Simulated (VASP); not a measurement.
Crystal: Cu2O (Cuprite).

```
Cu O
1.0
     4.26000    0.00000    0.00000
     0.00000    4.26000    0.00000
     0.00000    0.00000    4.26000
Cu O
4 2
Cartesian
  3.1950 1.0650 3.1950
  3.1950 3.1950 1.0650
  1.0650 3.1950 3.1950
  1.0650 1.0650 1.0650
  2.1300 2.1300 2.1300
  0.0000 0.0000 0.0000
```

Program: VASP 6.6.1. Alike in all runs: potentials or basis VASP PAW PBE potentials, release 64 (Cu, O); no spin polarisation; cell as given; k mesh 6 × 6 × 6; cutoff (eV) 520.

Question: Order these runs on this cell by their pressure, lowest first.
A. level revPBE; smearing fermi-dirac 0.05 eV
B. level PBE; smearing gaussian 0.011 eV
C. level BLYP; smearing fermi-dirac 0.05 eV

Answer: B (4.1 GPa), A (7.0 GPa), C (9.7 GPa).

Caveats: the PAW data sets were made with another functional, which shifts forces and pressure a little (some runs).
